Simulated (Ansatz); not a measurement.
Relaxed-ion elastic tensor of GeO₂ in space group P3_221 (No. 154; Ge on 3a, O on 6c) in GPa (Voigt order), plane-wave PAW PBE (Ansatz code); density 4.03 g/cm³, 14.39 Å³ per atom.

```
59.0  20.6  23.9   0.6   0.0   0.0
20.6  59.0  23.9  -0.6   0.0   0.0
23.9  23.9  95.3   0.0   0.0   0.0
 0.6  -0.6   0.0  33.3   0.0   0.0
 0.0   0.0   0.0   0.0  33.3   0.6
 0.0   0.0   0.0   0.0   0.6  19.2
```

Task: Is the crystal mechanically stable?

Result: Yes: the smallest eigenvalue of C is 19.2 GPa.

Task: Work out the Voigt, Reuss and Hill averages.

Result: K_V = 38.9, K_R = 36.9, K_H = 37.9; G_V = 26.8, G_R = 24.9, G_H = 25.9 GPa.

Task: Give Young's modulus, Poisson's ratio, Pugh's ratio and the universal anisotropy index.

Result: E = 9KG/(3K + G) = 63.2 GPa; ν = 0.22; K/G = 1.46 (brittle by the Pugh limit of 1.75); A_U = 5G_V/G_R + K_V/K_R − 6 = 0.43.

Task: Estimate the sound speeds and the Debye temperature.

Result: v_l = √((K + 4G/3)/ρ) = 4240 m/s, v_t = √(G/ρ) = 2540 m/s, mean 2810 m/s; Θ = (h/k)(3n/4πV)^(1/3) v_m = 343 K.

Task: Solve the Christoffel equation for the three sound speeds along x, y, z.

Result: Eigenvalues of C_ijkl n_j n_l equal ρv² (piezoelectric stiffening left out). In km/s, slowest first: x 2.18, 2.88, 3.83; y 2.18, 2.88, 3.83; z 2.88, 2.88, 4.87.

Task: How much does each axis shrink under pressure?

Result: Linear compressibilities β_i = Σ_j S_ij (j = 1 to 3): x 11, y 11, z 4.9 per TPa.

The PBE relaxation kept the symmetry of its start.

Potentials: the later of the program's two PAW sets.
